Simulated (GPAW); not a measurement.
**free-standing square Cr monolayer, spacing 2.56 A: cost and accuracy of the smearing**

Wanted: the cheapest choice of the smearing that holds the magnetic results of free-standing square Cr monolayer, spacing 2.56 A.

Method: LDA; plane waves with GPAW's PAW setups, scalar-relativistic, in GPAW 26.7.0.

Most raw output is cut from this account.

## 1. Starting point

The cell holds 1 atom: 1 Cr. Its edges and angles: a = 2.560 Å, b = 2.560 Å, c = 14.000 Å, α = 90.0°, β = 90.0°, γ = 90.0°. model lattice. Vacuum lies along c.

## 2. Rung 1 (width 0.4 eV), start ferro +

A wide smearing converges easily but acts like a high temperature on the moments; each rung narrows it.

order1.py reads:

```python
import json
import numpy as np
from ase import Atoms
from ase.parallel import paropen, parprint
from gpaw import GPAW

atoms = Atoms(['Cr'],
    cell=[[2.56, 0.0, 0.0],
         [0.0, 2.56, 0.0],
         [0.0, 0.0, 14.0]],
    scaled_positions=[[0.0, 0.0, 0.5]],
    pbc=True,
    magmoms=[2.5])
atoms.calc = GPAW(mode={'name': 'pw', 'ecut': 550},
    xc='LDA',
    kpts={'size': (10, 10, 1), 'gamma': True},
    occupations={'name': 'fermi-dirac', 'width': 0.4},
    convergence={'density': 1e-05, 'energy': 1e-05},
    maxiter=200,
    txt='order1.txt')
e = atoms.get_potential_energy(force_consistent=True)
res = {'free_energy': e, 'energy_sigma0': atoms.get_potential_energy(), 'fermi_energy': atoms.calc.get_fermi_level()}
res['moments'] = atoms.get_magnetic_moments().tolist()
res['total'] = atoms.get_magnetic_moment()
parprint('site moments (muB):', np.round(res['moments'], 3))
parprint(f"total moment: {res['total']:.3f} muB")
parprint(f'free energy: {e:.6f} eV')
atoms.calc.write('order1.gpw')
with paropen('results.json', 'w') as f:
    json.dump(res, f)
```

Launch:

```sh
> OMP_NUM_THREADS=1 python3 order1.py > order1.log
```

Run time: 27 s. Hardware: 1 MPI rank of Arm Neoverse V2, shared host; peak memory 0.18 GiB.

Numbers from this step:

```yaml
magnetization: 2.253 μB
final_state: ferromagnetic
largest_moment: 1.870 μB
```

After 30 cycles the largest moment stands at 1.87 μB.

## 3. Rung 1 (width 0.4 eV), start antiferro q=(0,1/2,0) +-

The second start gives the energy difference between the two end states, the quantity that is followed up the ladder. Its q is in fractions of the reciprocal vectors of the first run's cell.

order2.py is the script of step 2 with these lines changed:

```diff
@@ -6,12 +6,13 @@
 
-atoms = Atoms(['Cr'],
+atoms = Atoms(['Cr', 'Cr'],
     cell=[[2.56, 0.0, 0.0],
-         [0.0, 2.56, 0.0],
+         [0.0, 5.12, 0.0],
          [0.0, 0.0, 14.0]],
-    scaled_positions=[[0.0, 0.0, 0.5]],
+    scaled_positions=[[0.0, 0.0, 0.5],
+         [0.0, 0.5, 0.5]],
     pbc=True,
-    magmoms=[2.5])
+    magmoms=[2.5, -2.5])
 atoms.calc = GPAW(mode={'name': 'pw', 'ecut': 550},
     xc='LDA',
-    kpts={'size': (10, 10, 1), 'gamma': True},
+    kpts={'size': (10, 5, 1), 'gamma': True},
     occupations={'name': 'fermi-dirac', 'width': 0.4},
@@ -19,3 +20,3 @@
     maxiter=200,
-    txt='order1.txt')
+    txt='order2.txt')
 e = atoms.get_potential_energy(force_consistent=True)
@@ -27,3 +28,3 @@
 parprint(f'free energy: {e:.6f} eV')
-atoms.calc.write('order1.gpw')
+atoms.calc.write('order2.gpw')
 with paropen('results.json', 'w') as f:
```

Launch:

```sh
> OMP_NUM_THREADS=1 python3 order2.py > order2.log
```

Wall time 95 s (1 MPI rank); peak memory 0.25 GiB.

This step gave:

| Item | Value |
| --- | --- |
| magnetization | 0 μB |
| final state | antiferromagnetic |
| largest moment | 2.728 μB |

This start lies -198.6 meV a seeded atom from the first; its largest moment is 2.73 μB.

## 4. Rung 2 (width 0.2 eV), start ferro +

order1.py is the script of step 2 with these lines changed:

```diff
@@ -16,3 +16,3 @@
     kpts={'size': (10, 10, 1), 'gamma': True},
-    occupations={'name': 'fermi-dirac', 'width': 0.4},
+    occupations={'name': 'fermi-dirac', 'width': 0.2},
     convergence={'density': 1e-05, 'energy': 1e-05},
```

Launch:

```sh
> OMP_NUM_THREADS=1 python3 order1.py > order1.log
```

It took 23 s on 1 MPI rank; peak memory 0.18 GiB.

This step gave:

| Quantity | Value |
| --- | --- |
| magnetization | 3.236 μB |
| final state | ferromagnetic |
| largest moment | 2.632 μB |

The largest moment moves by +0.76 μB from rung 1, at 0.87 times its CPU time.

## 5. Rung 2 (width 0.2 eV), start antiferro q=(0,1/2,0) +-

order2.py is the script of step 3 with these lines changed:

```diff
@@ -17,3 +17,3 @@
     kpts={'size': (10, 5, 1), 'gamma': True},
-    occupations={'name': 'fermi-dirac', 'width': 0.4},
+    occupations={'name': 'fermi-dirac', 'width': 0.2},
     convergence={'density': 1e-05, 'energy': 1e-05},
```

Launch:

```sh
> OMP_NUM_THREADS=1 python3 order2.py > order2.log
```

It took 82 s on 1 MPI rank; peak memory 0.25 GiB.

Numbers from this step:

```
magnetization  : 0 μB
final state    : antiferromagnetic
largest moment : 3.146 μB
```

This start lies -381.8 meV a seeded atom from the first, a change of -183.2 meV since rung 1; its largest moment is 3.15 μB.

## 6. Rung 3 (width 0.1 eV), start ferro +

order1.py is the script of step 4 with these lines changed:

```diff
@@ -16,3 +16,3 @@
     kpts={'size': (10, 10, 1), 'gamma': True},
-    occupations={'name': 'fermi-dirac', 'width': 0.2},
+    occupations={'name': 'fermi-dirac', 'width': 0.1},
     convergence={'density': 1e-05, 'energy': 1e-05},
```

Launch:

```sh
> OMP_NUM_THREADS=1 python3 order1.py > order1.log
```

Elapsed: 22 s, on 1 MPI rank; peak memory 0.18 GiB.

This step gave:

| Property | Result |
| --- | --- |
| magnetization | 3.500 μB |
| final state | ferromagnetic |
| largest moment | 2.827 μB |

The largest moment moves by +0.19 μB from rung 2, at 0.94 times its CPU time.

## 7. Rung 3 (width 0.1 eV), start antiferro q=(0,1/2,0) +-

order2.py is the script of step 5 with these lines changed:

```diff
@@ -17,3 +17,3 @@
     kpts={'size': (10, 5, 1), 'gamma': True},
-    occupations={'name': 'fermi-dirac', 'width': 0.2},
+    occupations={'name': 'fermi-dirac', 'width': 0.1},
     convergence={'density': 1e-05, 'energy': 1e-05},
```

Launch:

```sh
> OMP_NUM_THREADS=1 python3 order2.py > order2.log
```

The job ended after 77 s (1 MPI rank; peak memory 0.25 GiB).

Read from the output:

```
magnetization  : 0 μB
final state    : antiferromagnetic
largest moment : 3.192 μB
```

This start lies -441.2 meV a seeded atom from the first, a change of -59.4 meV since rung 2; its largest moment is 3.19 μB.

## 8. Rung 4 (width 0.05 eV), start ferro +

order1.py is the script of step 6 with these lines changed:

```diff
@@ -16,3 +16,3 @@
     kpts={'size': (10, 10, 1), 'gamma': True},
-    occupations={'name': 'fermi-dirac', 'width': 0.1},
+    occupations={'name': 'fermi-dirac', 'width': 0.05},
     convergence={'density': 1e-05, 'energy': 1e-05},
```

Launch:

```sh
> OMP_NUM_THREADS=1 python3 order1.py > order1.log
```

Wall time 22 s (1 MPI rank); peak memory 0.18 GiB.

Numbers from this step:

```
magnetization  : 3.584 μB
final state    : ferromagnetic
largest moment : 2.887 μB
```

The largest moment moves by +0.06 μB from rung 3, at 0.98 times its CPU time.

## 9. Rung 4 (width 0.05 eV), start antiferro q=(0,1/2,0) +-

order2.py is the script of step 7 with these lines changed:

```diff
@@ -17,3 +17,3 @@
     kpts={'size': (10, 5, 1), 'gamma': True},
-    occupations={'name': 'fermi-dirac', 'width': 0.1},
+    occupations={'name': 'fermi-dirac', 'width': 0.05},
     convergence={'density': 1e-05, 'energy': 1e-05},
```

Launch:

```sh
> OMP_NUM_THREADS=1 python3 order2.py > order2.log
```

Wall time 82 s (1 MPI rank); peak memory 0.25 GiB.

Numbers from this step:

| Item | Value |
| --- | --- |
| magnetization | 0 μB |
| final state | antiferromagnetic |
| largest moment | 3.175 μB |

This start lies -458.8 meV a seeded atom from the first, a change of -17.6 meV since rung 3; its largest moment is 3.17 μB.

## 10. Rung 5 (width 0.02 eV), start ferro +

order1.py is the script of step 8 with these lines changed:

```diff
@@ -16,3 +16,3 @@
     kpts={'size': (10, 10, 1), 'gamma': True},
-    occupations={'name': 'fermi-dirac', 'width': 0.05},
+    occupations={'name': 'fermi-dirac', 'width': 0.02},
     convergence={'density': 1e-05, 'energy': 1e-05},
```

Launch:

```sh
> OMP_NUM_THREADS=1 python3 order1.py > order1.log
```

It took 2.9 min on 1 MPI rank; peak memory 0.18 GiB.

A smaller mixing step or another start is the usual next try.

## 11. Rung 5 (width 0.02 eV), start antiferro q=(0,1/2,0) +-

order2.py is the script of step 9 with these lines changed:

```diff
@@ -17,3 +17,3 @@
     kpts={'size': (10, 5, 1), 'gamma': True},
-    occupations={'name': 'fermi-dirac', 'width': 0.05},
+    occupations={'name': 'fermi-dirac', 'width': 0.02},
     convergence={'density': 1e-05, 'energy': 1e-05},
```

Launch:

```sh
> OMP_NUM_THREADS=1 python3 order2.py > order2.log
```

It took 85 s on 1 MPI rank; peak memory 0.25 GiB.

Numbers from this step:

```yaml
magnetization: 0 μB
final_state: antiferromagnetic
largest_moment: 3.160 μB
```

The largest moment moves by -0.01 μB from rung 4, at 1.0 times its CPU time.

## 12. Side by side

Ladder, by row:

```tsv
rung	smearing (eV)	state from the first start	state from the second start	second less first (meV a seeded atom)	moment, first (μB)	moment, second (μB)	CPU time (s)
1	0.4	ferromagnetic	antiferromagnetic	-198.6	1.87	2.728	121.6
2	0.2	ferromagnetic	antiferromagnetic	-381.8	2.632	3.146	104.9
3	0.1	ferromagnetic	antiferromagnetic	-441.2	2.827	3.192	98.94
4	0.05	ferromagnetic	antiferromagnetic	-458.8	2.887	3.175	103.1
```

## 13. Summary of results

- range of the moment in the table, second start: 2.73 to 3.19 μB
- range of CPU time: 99 s to 2 min
- range of the energy difference: -459 to -199 meV a seeded atom
- first rung from which all stay within 23 meV of the last: 3

What this shows: From rung 3 on the result stays within 18 meV of the last rung, inside the margin of 23 meV set for it, at 96 % of the last rung's cost. The second start ends lower on every rung of the table; whether functional and cell give the true order is another question. The mesh stays the same, and a narrow smearing needs a finer one, so the last rung is no sure reference. Rung 5 gave no pair of finished runs and is missing from the table.

[Logs and program files are shortened in this print: banners, set-up blocks, solver, clock and traceback lines can be left out without a mark of their own.]

[Logs are printed without paths, hosts, clocks, repeated set-up lines and the standing remarks that a program may print on its own settings, such as how far it seeks lower states.]

[Hosts, paths, dates, database ids (printed as entryN), source tags and the programs' standing remarks are cut or masked in the printed files.]

[Where a cell is said to come from a database of computed structures, the database is the Materials Project.]
